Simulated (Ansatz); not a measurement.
# WS2: stress in a strained cell

Aim: deform WS2 (zz strain of +1 %) and compute stress, forces and field gradients with LAPW, PAW and all-electron datasets made for the crystal.

Method: DFT LDA, scalar-relativistic, in Ansatz 0.2.0.

**1. The starting structure**

Symmetry: R3m, No. 160, trigonal system. Conventional cell: a = 3.158 Å, b = 3.158 Å, c = 18.490 Å, α = 90.00°, β = 90.00°, γ = 120.00°. W (site symmetry 3m) is surrounded by 6 S at 2.39 to 2.42 Å. S (site symmetry 3m) has 3 W at 2.39 Å as nearest neighbours. Around S (site symmetry 3m) lie 3 W at 2.42 Å.

As a file:

```xyz
3
Lattice="1.5790 0.9116 6.1633 -1.5790 0.9116 6.1633 0.0000 -1.8233 6.1633" Properties=species:S:1:pos:R:3 pbc="T T T"
W     0.0000    0.0000    0.0000
S     0.0000    0.0000   13.8730
S     0.0000    0.0000   10.7427
```

Atoms are numbered in the order of the input: W1, S2, S3.

**2. After the deformation**

Space group R3m before, R3m after.

**3. Full-potential LAPW**

input.yaml

```yaml
crystal:
  lattice:
    - [1.5790003843, 0.9116362969, 6.2249633]
    - [-1.5790003843, 0.9116362969, 6.2249633]
    - [0.0, -1.8232725938, 6.2249633]
  atoms:
    - { symbol: W, position: [0.0, 0.0, 0.0] }
    - { symbol: S, position: [0.7503, 0.7503, 0.7503] }
    - { symbol: S, position: [0.581, 0.581, 0.581] }
kpoints:
  mp_grid: { grid: [13, 13, 13] }
  band_path:
    path:
      - [0.0, 0.0, 0.0]
      - [0.5, 0.5, 0.5]
      - [0.8190352321, 0.1809647679, 0.5]
      - [0.5, -0.1809647679, 0.1809647679]
      - [0.5, 0.0, 0.0]
      - [0.0, 0.0, 0.0]
      - [0.3404823839, -0.3404823839, 0.0]
      - [0.6595176161, 0.0, 0.3404823839]
      - [0.5, 0.0, 0.5]
    npoints: 5
scf:
  occupations: { method: fermi_dirac, width: 0.08 }
hamiltonian:
  xc: lda
  pseudopotentials: { kind: all_electron, lapw: { basis_error: 0.0005 } }
output:
  forces: true
  stress: true
  eigenvalues: true
```

Command:

```console
$ ansatz run input.yaml --threads 1 --pin off --max-ram 6144MiB --backend cpu --events-out ev --progress --plain --runs-dir out
```

Log:

```text
LAPW: plane waves up to 9.050 Å⁻¹, error target 5.0e-4 eV per atom; small_component_spin mean_spin; S in spheres of 1.036 Å, 14 of its electrons in bands, Dirac shells []; W in spheres of 1.365 Å, 44 of its electrons in bands, Dirac shells []
Engine: ansatz 0.2.0
Pseudopotentials: kind: all_electron
Pseudopotential: W, LAPW, valence charge 44, Koelling and Harmon's equation, gaussian nucleus
Pseudopotential: S, LAPW, valence charge 14, Koelling and Harmon's equation, gaussian nucleus
Functional definition: SPW92
  exchange = slater_x
  correlation = pw_c
Crystal: 3 atoms, lattice volume = 53.764 Å³
Basis set: ecut = 312.0602937750321 eV, 683 PW (Γ), FFT grids on a1−a3, a2−a3, a3, exchange–correlation at level 2
Bands: 44, of which v1, the nominal top of the filled ones, is band 36 counted from 1 (35 counted from 0)
Symmetry: 6 space group operations
Space group: R3m (ITA 160), of the structure as read, at distance tolerance 3.8e-5 Å
k-points: 231 of 2197 (time reversal used)
Non-local potential: W, projectors of the file, none
Non-local potential: S, projectors of the file, none
Initial density: superposition of atomic densities (chi_scale 0.1, normalization cell, long waves kept (reshape's long-wave potential 0.09 eV rms))
Initial wavefunctions: plane waves of lowest kinetic energy (no species holds an atomic orbital)
Functional: x = slater, c = lda
iter 1 solved again at ethr=1.17e-3 eV; its pass at ethr=1.00e-1 eV (dr2=8.45e-1 eV) is discarded
SCF iter   1: F=—  HF=-460611.035124 eV  |F-HF|=—  |Δ(HF+E_count)|=         —  Δρ=3.71e-2  dr2=8.46e-1  ethr=1.17e-3  ⟨swp⟩=2.0  Hψ=65314  notcnv=0
preconditioner: auto → Resta (q_TF=auto, 2.864 Å⁻¹)  ε∞=2.9  [insulator: Δε(μ)=1.012 eV  Ē_g=20.992 eV  σ=0.080 eV  W_gap=0.99  n_scr=28 (ndim 8)  ℏωp=28.6 eV  f_vac=0.137  D(μ)=0.00/eV (n_scr^D=0)  ε∞_Penn≈2.9]
SCF iter   2: F=—  HF=-460610.722546 eV  |F-HF|=—  |Δ(HF+E_count)|=   3.13e-1  Δρ=1.78e-2  dr2=4.68e-1  ethr=1.17e-3  ⟨swp⟩=2.4  Hψ=30009  notcnv=0
SCF iter   3: F=—  HF=-460610.644058 eV  |F-HF|=—  |Δ(HF+E_count)|=   7.85e-2  Δρ=1.25e-2  dr2=9.62e-2  ethr=6.50e-4  ⟨swp⟩=2.2  Hψ=29976  notcnv=0
iter 4 solved again at ethr=1.02e-5 eV; its pass at ethr=1.34e-4 eV (dr2=7.32e-3 eV) is discarded
SCF iter   4: F=—  HF=-460610.612290 eV  |F-HF|=—  |Δ(HF+E_count)|=   3.18e-2  Δρ=3.63e-3  dr2=7.32e-3  ethr=1.02e-5  ⟨swp⟩=2.0  Hψ=50132  notcnv=0
SCF iter   5: F=—  HF=-460610.611662 eV  |F-HF|=—  |Δ(HF+E_count)|=         —  Δρ=6.11e-4  dr2=2.79e-4  ethr=1.02e-5  ⟨swp⟩=2.0  Hψ=28422  notcnv=0
the basis was enlarged: its passes take 13.3 MiB over the memory plan, 1 of 1 planned eigensolver slots
SCF iter   6: F=—  HF=-460610.611625 eV  |F-HF|=—  |Δ(HF+E_count)|=   3.69e-5  Δρ=2.59e-4  dr2=5.44e-5  ethr=3.87e-7  ⟨swp⟩=2.7  Hψ=28602  notcnv=0
SCF iter   7: F=—  HF=-460610.611600 eV  |F-HF|=—  |Δ(HF+E_count)|=   2.55e-5  Δρ=8.28e-5  dr2=5.45e-6  ethr=7.56e-8  ⟨swp⟩=2.0  Hψ=28425  notcnv=0
SCF iter   8: F=—  HF=-460610.611600 eV  |F-HF|=—  |Δ(HF+E_count)|=   7.69e-7  Δρ=3.23e-5  dr2=8.53e-7  ethr=7.57e-9  ⟨swp⟩=2.4  Hψ=28544  notcnv=0
SCF iter   9: F=—  HF=-460610.611601 eV  |F-HF|=—  |Δ(HF+E_count)|=   2.37e-7  Δρ=1.21e-5  dr2=2.23e-7  ethr=1.18e-9  ⟨swp⟩=3.0  Hψ=29870  notcnv=0
SCF iter  10: F=-460610.611601 eV  HF=-460610.611601 eV  |F-HF|=1.05e-9  |Δ(HF+E_count)|=   5.23e-8  Δρ=4.33e-6  dr2=1.51e-8  ethr=3.10e-10  ⟨swp⟩=2.0  Hψ=28425  notcnv=0
SCF 1 converged in 10 iterations: F = -460610.611601 eV  dr2 = 1.51e-8
NSCF: frozen V_eff on 41 k-points
SCF converged after 10 iterations
Free energy (F): -460610.611601 eV
Harris-Foulkes:  -460610.611601 eV  (|F-HF|=1.05e-9)
Internal energy: -460610.611569 eV  (E = F + TS)
E sigma→0 (E₀):  -460610.611585 eV
Entropy (-TS):   -0.000032 eV (-0.011 meV/atom)
Fermi energy:    14.230004 eV
--- Per-component energies (eV) ---
  E_band       = -7362.654251
  E_kinetic    = 513201.468244
  E_xc         = -9906.118984
  E_electrostatic = -963905.960829  (all electrons and nuclei)
  E_smearing   = -0.000032  (= −TS)
  E_closure    = 0.000000  (closes the sum)
  E_atoms      = -460585.883651  (free atoms, spherical and without spin; not in F)
  Σ components = -460610.611601   (vs F -460610.611601, Δ=0.00e0)
  Basis errors (estimates in eV, not in F): energy 2.2e-4 per atom: plane waves 1.9e-4 (1.1e-4 summed), levels above the bands 2.4e-50, relativity 6.3e-9, radial functions 2.2e-5, core shells 2.9e-8; eigenvalues (radial functions only) 6.0e-7; not estimated: angular momenta, meshes, grids; target (lapw.basis_error) 5.0e-4; muffin-tin radii S 1.036 Å, W 1.365 Å
--- Forces (eV/Å), atoms counted from 1 ---
  atom   1  W     -0.00000000     0.00000000    -0.57052795
  atom   2  S     -0.00000000     0.00000000    -0.28157612
  atom   3  S      0.00000000     0.00000000     0.85208685
  max |Σ_I F_I| component: 1.72e-5 eV/Å
--- Stress (GPa, compression-positive) ---
       -4.777692       0.000000      -0.000000
       -0.000000      -4.777692       0.000000
       -0.000000       0.000000      -6.266779
  P = ⅓ Tr σ = -5.2741 GPa (-52.741 kbar)
--- Band table (eV; the first three rows and the last of 231) ---
  k-point 0: bands = ["-403.7756", "-403.7720", "-403.7720", "-219.3812", "-219.3812", "-219.3698", "-219.3698", "-219.3618", "-191.1583", "-191.1542", "-136.8703", "-136.8703", "-136.8665", "-136.8665", "-136.8341", "-136.8241", "-60.6704", "-24.9704", "-24.7782", "-24.7782", "-14.9833", "-14.9833", "-14.9738", "-14.9628", "-14.9628", "-14.9601", "-14.9546", "-1.6536", "0.2840", "6.2702", "10.4379", "10.4379", "11.6705", "11.6705", "12.2637", "12.5862", "16.0536", "16.0536", "16.3682", "16.3682", "18.4892", "21.5678", "22.0984", "23.7778"]
  k-point 1: bands = ["-403.7756", "-403.7720", "-403.7720", "-219.3812", "-219.3812", "-219.3698", "-219.3698", "-219.3618", "-191.1583", "-191.1542", "-136.8703", "-136.8703", "-136.8665", "-136.8665", "-136.8341", "-136.8241", "-60.6693", "-24.9666", "-24.7995", "-24.7832", "-14.9834", "-14.9830", "-14.9731", "-14.9632", "-14.9629", "-14.9598", "-14.9554", "-1.5515", "0.3150", "6.3976", "10.1767", "10.5377", "11.2379", "11.5099", "12.3815", "12.6756", "15.9161", "16.1175", "16.1619", "16.3549", "18.9618", "21.9643", "22.1898", "23.6077"]
  k-point 2: bands = ["-403.7756", "-403.7720", "-403.7720", "-219.3812", "-219.3812", "-219.3698", "-219.3698", "-219.3618", "-191.1583", "-191.1542", "-136.8703", "-136.8703", "-136.8665", "-136.8665", "-136.8341", "-136.8241", "-60.6664", "-24.9560", "-24.8581", "-24.7968", "-14.9836", "-14.9822", "-14.9714", "-14.9643", "-14.9633", "-14.9590", "-14.9574", "-1.2573", "0.4045", "6.7507", "9.5495", "10.5124", "10.8058", "11.1373", "12.3332", "12.6537", "15.3848", "16.0425", "16.1658", "16.6970", "19.9240", "22.1692", "22.7551", "23.4364"]
  k-point 230: bands = ["-403.7756", "-403.7720", "-403.7720", "-219.3812", "-219.3812", "-219.3698", "-219.3698", "-219.3618", "-191.1583", "-191.1542", "-136.8703", "-136.8703", "-136.8665", "-136.8665", "-136.8341", "-136.8241", "-60.6693", "-24.9666", "-24.7995", "-24.7832", "-14.9834", "-14.9830", "-14.9731", "-14.9632", "-14.9629", "-14.9598", "-14.9554", "-1.3333", "-0.0883", "7.4085", "9.8503", "10.1634", "10.5216", "11.5417", "11.6959", "13.6283", "16.0343", "16.1018", "16.1541", "16.3774", "19.2130", "22.4007", "22.9890", "23.4111"]
```

It took 4.3 min on 1 thread of Arm Neoverse V2, shared host; peak memory 1.2 GiB.

This run gives: pressure -5.27 GPa; gap 1.02 eV; largest force 0.852 eV/Å.

**4. Frozen-core PAW**

input.yaml

```yaml
crystal:
  lattice:
    - [1.5790003843, 0.9116362969, 6.2249633]
    - [-1.5790003843, 0.9116362969, 6.2249633]
    - [0.0, -1.8232725938, 6.2249633]
  atoms:
    - { symbol: W, position: [0.0, 0.0, 0.0] }
    - { symbol: S, position: [0.7503, 0.7503, 0.7503] }
    - { symbol: S, position: [0.581, 0.581, 0.581] }
kpoints:
  mp_grid: { grid: [13, 13, 13] }
scf:
  occupations: { method: fermi_dirac, width: 0.08 }
hamiltonian:
  xc: lda
  pseudopotentials: { kind: paw }
output:
  forces: true
  stress: true
  eigenvalues: true
  efg: { contact_densities: true }
```

Command:

```console
$ ansatz run input.yaml --threads 1 --pin off --max-ram 6144MiB --backend cpu --events-out ev --progress --plain --runs-dir out
```

Log:

```text
basis.fft_grid_basis auto: the FFT boxes are laid along the combinations [[1, 0, -1], [0, 1, -1], [0, 0, 1]] of the cell's own vectors, 3.158, 3.158 and 6.486 Å long. The dense box has 24×24×45 points. Along the cell's own vectors, as sized, it would have 45×45×45, 3.52 times as many. Of the 6 symmetry operations that the crystal satisfies within crystal.symmetry.tolerance (time reversal apart; of a slab, those that keep its plane) the dense box along the cell's own vectors carries 6, and the one as laid loses 4 of those. basis.fft_grid_basis: typed keeps the cell's own vectors: state it where this run's energies or levels are differenced outside the engine with another run's, or held beside a run that keeps those vectors.
W: output.efg is read without spin–orbit coupling, which moves field gradients at and beside such atoms by some per cent and up to a factor of two; PAW files take it under magnetization.noncollinear and magnetization.spin_orbit
[... 1 set-up line as earlier in the session ...]
Pseudopotentials: kind: paw
Pseudopotential: W, paw, valence charge 14, recommended cutoff 420 eV (normal)
Pseudopotential: S, paw, valence charge 6, recommended cutoff 420 eV (normal)
[... 3 set-up lines as earlier in the session ...]
Crystal: 3 atoms, lattice volume = 53.764 Å³
Basis set: ecut = 420 eV, 1029 PW (Γ), FFT grids on a1−a3, a2−a3, a3
Bands: 17, of which v1, the nominal top of the filled ones, is band 13 counted from 1 (12 counted from 0)
[... 2 set-up lines as earlier in the session ...]
k-points: 231 of 2197 (time reversal used)
Non-local potential: W, projectors of the file, l = 0: 3, l = 1: 2, l = 2: 2, l = 3: 1
Non-local potential: S, projectors of the file, l = 0: 2, l = 1: 2, l = 2: 2
PAW form: soft (Blöchl's): semilocal exchange-correlation on the pseudo side does not see the compensation charge
PAW frozen core: W, regenerated for the run's functional, and the local potential with it (the file was generated under x = pbe(κ = 0.804, μ = 0.2195149727645171), c = pbe(β = 0.06672455060314922))
PAW frozen core: S, regenerated for the run's functional, and the local potential with it (the file was generated under x = pbe(κ = 0.804, μ = 0.2195149727645171), c = pbe(β = 0.06672455060314922))
PAW one-centre angular grid: W, 590 points (default); XC on 64 Gauss nodes
PAW one-centre angular grid: S, 110 points (default); XC on 64 Gauss nodes
Initial density: superposition of atomic densities (neutral atoms: chi_scale 0, normalization atom), corrected by the library's trained network
Initial wavefunctions: pseudopotential atomic-orbital guess
[... 1 set-up line as earlier in the session ...]
SCF iter   1: F=—  HF=-11871.663554 eV  |F-HF|=—  |Δ(HF+E_count)|=         —  Δρ=1.01e-2  dr2=9.14e-2  ethr=1.77e-3  ⟨swp⟩=5.8  Hψ=21761  notcnv=0
preconditioner: auto → none  [insulator: Δε(μ)=1.034 eV  Ē_g=8.645 eV  σ=0.080 eV  W_gap=0.99  n_scr=16 (ndim 8)  ℏωp=21.5 eV  f_vac=0.017  D(μ)=0.00/eV (n_scr^D=0)  ε∞_Penn≈7.2]
SCF iter   2: F=—  HF=-11871.696466 eV  |F-HF|=—  |Δ(HF+E_count)|=   3.29e-2  Δρ=1.25e-2  dr2=2.98e-1  ethr=3.52e-4  ⟨swp⟩=3.8  Hψ=9557  notcnv=0  recentre
SCF iter   3: F=—  HF=-11871.650241 eV  |F-HF|=—  |Δ(HF+E_count)|=   4.62e-2  Δρ=4.42e-3  dr2=7.98e-3  ethr=3.52e-4  ⟨swp⟩=2.8  Hψ=6746  notcnv=0
SCF iter   4: F=—  HF=-11871.649631 eV  |F-HF|=—  |Δ(HF+E_count)|=   6.10e-4  Δρ=9.35e-4  dr2=2.09e-4  ethr=3.07e-5  ⟨swp⟩=1.7  Hψ=5351  notcnv=0
SCF iter   5: F=—  HF=-11871.649655 eV  |F-HF|=—  |Δ(HF+E_count)|=   2.45e-5  Δρ=1.76e-4  dr2=3.40e-5  ethr=8.04e-7  ⟨swp⟩=2.0  Hψ=5644  notcnv=0
SCF iter   6: F=—  HF=-11871.649648 eV  |F-HF|=—  |Δ(HF+E_count)|=   6.83e-6  Δρ=1.09e-4  dr2=2.75e-6  ethr=1.31e-7  ⟨swp⟩=2.0  Hψ=5311  notcnv=0
SCF iter   7: F=—  HF=-11871.649649 eV  |F-HF|=—  |Δ(HF+E_count)|=   1.24e-7  Δρ=2.20e-5  dr2=2.31e-7  ethr=1.06e-8  ⟨swp⟩=2.0  Hψ=5929  notcnv=0
SCF iter   8: F=-11871.649649 eV  HF=-11871.649649 eV  |F-HF|=2.15e-8  |Δ(HF+E_count)|=   3.73e-8  Δρ=6.95e-6  dr2=3.14e-8  ethr=3.85e-10  ⟨swp⟩=5.2  Hψ=14737  notcnv=0
SCF 1 converged in 8 iterations: F = -11871.649649 eV  dr2 = 3.14e-8
SCF converged after 8 iterations
Free energy (F): -11871.649649 eV
Harris-Foulkes:  -11871.649649 eV  (|F-HF|=2.15e-8)
Internal energy: -11871.649616 eV  (E = F + TS)
E sigma→0 (E₀):  -11871.649632 eV
Entropy (-TS):   -0.000033 eV (-0.011 meV/atom)
Fermi energy:    11.666261 eV
--- Per-component energies (eV) ---
  E_band       = -196.582399
  E_kinetic    = 666.994115
  E_local      = -1786.056520  (includes V_loc(G=0)·N_el)
  E_nonlocal   = 65.142621
  E_hartree    = 707.237283
  E_xc         = -458.584671
  E_vxc        = -415.738624  (∫ρ·V_xc dr)
  E_paw        = -9447.261025  (= ΣΔE_a)
  E_vpaw       = -141.395618  (= ΣTr[D̂ρ^β])
  E_aug_tail   = -0.000069  (compensation charges beyond the density's cutoff)
  E_ewald      = -1619.710897
  E_core_change = 0.589548  (= ΣΔE_core)
  E_smearing   = -0.000033  (= −TS)
  E_closure    = -0.000000  (closes the sum)
  Σ components = -11871.649649   (vs F -11871.649649, Δ=0.00e0)
--- Forces (eV/Å), atoms counted from 1 ---
  atom   1  W     -0.00000000    -0.00000000    -0.57073447
  atom   2  S     -0.00000000     0.00000000    -0.28333679
  atom   3  S      0.00000000    -0.00000000     0.85406112
  max |Σ_I F_I| component: 1.01e-5 eV/Å
--- Stress (GPa, compression-positive) ---
       -4.829332       0.000000       0.000000
        0.000000      -4.829332       0.000000
        0.000000       0.000000      -6.292032
  P = ⅓ Tr σ = -5.3169 GPa (-53.169 kbar)
--- PAW observables at the nuclei: V_zz in 10²¹ V/m², potentials from the cell's mean, atoms counted from 1 ---
  atom   1  W  V_zz =   -16.652519   η = 0.0000   by run symmetry: allowed
            electrostatic potential = -14806.061867 V   contact ρ = 8788641.805992 e/Å³
  atom   2  S  V_zz =    -4.674554   η = 0.0000   by run symmetry: allowed
            electrostatic potential = -1638.602815 V   contact ρ = 19607.068100 e/Å³
  atom   3  S  V_zz =    -3.886767   η = 0.0000   by run symmetry: allowed
            electrostatic potential = -1638.574271 V   contact ρ = 19607.634909 e/Å³
--- Band table (eV; the first three rows and the last of 231) ---
  k-point 0: bands = ["-63.2478", "-27.5373", "-27.3457", "-27.3457", "-4.2222", "-2.2844", "3.7073", "7.8708", "7.8708", "9.1031", "9.1031", "9.7000", "10.0221", "13.4884", "13.4884", "13.8035", "13.8035"]
  k-point 1: bands = ["-63.2467", "-27.5335", "-27.3670", "-27.3506", "-4.1201", "-2.2535", "3.8345", "7.6095", "7.9705", "8.6709", "8.9426", "9.8177", "10.1120", "13.3508", "13.5522", "13.5968", "13.7900"]
  k-point 2: bands = ["-63.2437", "-27.5229", "-27.4255", "-27.3643", "-3.8260", "-2.1642", "4.1874", "6.9825", "7.9455", "8.2385", "8.5700", "9.7700", "10.0906", "12.8196", "13.4774", "13.5989", "14.1319"]
  k-point 230: bands = ["-63.2467", "-27.5335", "-27.3670", "-27.3506", "-3.9027", "-2.6557", "4.8457", "7.2839", "7.5963", "7.9544", "8.9743", "9.1291", "11.0664", "13.4689", "13.5371", "13.5893", "13.8121"]
```

Wall time 17 s (1 thread of Arm Neoverse V2, shared host); peak memory 0.53 GiB.

This run gives: pressure -5.32 GPa; gap on the k mesh 1.03 eV (an odd mesh misses the zone boundary); largest force 0.854 eV/Å; Vzz W1 -16.65 (η = 0.00), S2 -4.67 (η = 0.00), S3 -3.89 (η = 0.00) (10²¹ V/m²).

[end of part 1 of 2]
